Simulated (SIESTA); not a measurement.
The system is Ge.

```
CELL_PARAMETERS angstrom
-2.57449 2.57449 1.39741
2.57449 -2.57449 1.39741
2.57449 2.57449 -1.39741
ATOMIC_POSITIONS crystal
Ge 0.50000 0.50000 0.00000
Ge 0.25000 0.75000 0.50000
```

This isn't the form of Ge at room conditions, which is diamond.

```yaml
Program: SIESTA 5.4.2
Task: single point
Functional: PBE
Potentials_or_basis: PseudoDojo 0.4 standard (PBE files)
Basis: DZP (energy shift 0.003 Ry; two zetas on semicore shells)
Grid_cutoff: 800 Ry
Energy_shift: 0.003 Ry
k_mesh: 11 × 11 × 11
Occupations: fermi-dirac, width 0.05 eV
Spin: no spin polarisation
```

On this cell: pressure 4.8 GPa; largest force under 0.003 eV/Å; band gap on the k mesh none (metal or under the smearing width).

The same run follows on a disturbed copy (atoms moved at random, drawn with an rms of 0.05 Å):

```
Ge
1.0
    -2.57449    2.57449    1.39741
     2.57449   -2.57449    1.39741
     2.57449    2.57449   -1.39741
Ge
2
Direct
  0.47893 0.47435 0.99328
  0.24504 0.74252 0.50691
```

Task: What changes?

Result: The energy (extrapolated to zero smearing) moves by +3.1 meV/atom; pressure 4.6 GPa; largest force 0.227 eV/Å; band gap on the k mesh none (metal or under the smearing width).

Forces on the atoms (eV/Å):
```
Ge   0.188  0.126  0.019
Ge  -0.188 -0.126 -0.019
```

Stress tensor (GPa, compression positive):
```
 4.90 -0.04  0.37
-0.04  4.17 -0.32
 0.37 -0.32  4.79
```

Caveats: the basis of atomic orbitals isn't converged, which shifts pressures, moduli and gaps.
